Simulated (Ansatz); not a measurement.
## Ir under changes of volume

One of the cells (14.627 Å³/atom); the others are scaled copies at fixed shape and fractional positions:

```xyz
2
Lattice="2.7514 0.0000 0.0000 -1.3757 2.3828 0.0000 0.0000 0.0000 4.4623" Properties=species:S:1:pos:R:3 pbc="T T T"
Ir    0.0000    1.5885    1.1156
Ir    1.3757    0.7943    3.3467
```

This isn't the form of Ir at room conditions, which is fcc.

```yaml
Program: Ansatz 0.2.0
Functional: LDA
Potentials_or_basis: all-electron LAPW, scalar-relativistic
Cutoff: 277 eV (chosen from the basis error)
Basis_error_allowed: 0.001 eV/atom
k_mesh: 11 × 11 × 6
Occupations: fermi-dirac, width 0.05 eV
Spin: no spin polarisation
```

```tsv
volume (Å³/atom)	energy over the lowest point (meV/atom)	pressure (GPa)
13.749	0.52	4.7
14.042	0.00	-3.8
14.335	14.02	-11.2
14.627	40.84	-17.8
14.920	?	?
15.212	126.91	-28.6
15.505	183.54	-33.0
```

**Question.** What does the run at 14.920 Å³/atom give?

**Answer.** Energy over the lowest point 78.93 meV/atom; pressure -23.6 GPa.

Worked out: A Birch-Murnaghan fit of order 3 (a polynomial in V^(-2/3)) to the other rows has its minimum at 13.90 Å³/atom with B0 = V·E''(V) = 403 GPa and B' = 5.2 at fixed shape and positions, which overstates the stiffness. It gives 79.02 meV/atom at 14.920 Å³/atom, against the run's 78.93, and -dE/dV = -23.7 GPa, against -23.6.

Energies are extrapolated to zero smearing.
